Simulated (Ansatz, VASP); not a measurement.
# One calculation of H, two programs

```
CELL_PARAMETERS angstrom
1.66581 -2.74695 -0.00524
1.61134 2.71408 0.00071
-0.00869 0.00688 6.29344
ATOMIC_POSITIONS crystal
H 0.56625 0.42065 0.99773
H 0.42584 0.54624 0.00699
H 0.40303 0.56025 0.50085
H 0.57706 0.40486 0.50551
```

Change from the starting cell: kmesh displaced: [1, 1, 1] Gamma-centred.

Alike in both runs: task single point; functional PBE; k mesh 1 × 1 × 1; occupations gaussian, width 0.02 eV; no spin polarisation.

|  | VASP | Ansatz |
| --- | --- | --- |
| version | VASP 6.6.1 | Ansatz 0.2.0 |
| potentials or method | VASP PAW PBE potentials, release 64 (H) | scalar-relativistic, plane waves, PAW |
| plane-wave cutoff (eV) | 520 | 420 |
| valence electrons in the cell | 4 | 4 |

|  | VASP | Ansatz | Ansatz less VASP |
| --- | --- | --- | --- |
| gap on the k mesh at the Fermi level (eV) | 10.70 | 10.70 | +0.002 |
| least direct gap on the mesh (eV) | 10.70 | 10.70 | +0.002 |
| pressure (GPa) | -15.3 | -15.1 | +0.14 |
| largest component of the traceless stress (GPa) | 16.90 | 16.88 | -0.019 |
| rms of the force components (eV/Å) | 1.303 | 1.309 | +0.0056 |

Atom by atom the forces differ by 0.006 eV/Å (rms over components).

Caveats: the k mesh is coarse (spacing up to 2.26 Å⁻¹), so the values aren't converged; so large a pressure means that the cell lies far from this level's equilibrium, or that cutoff or potentials fall short (VASP); an odd mesh through Γ misses points on the zone boundary, where band edges often lie; forces of over 1 eV/Å show positions far from the minimum, so gaps and moduli don't describe the material at rest.
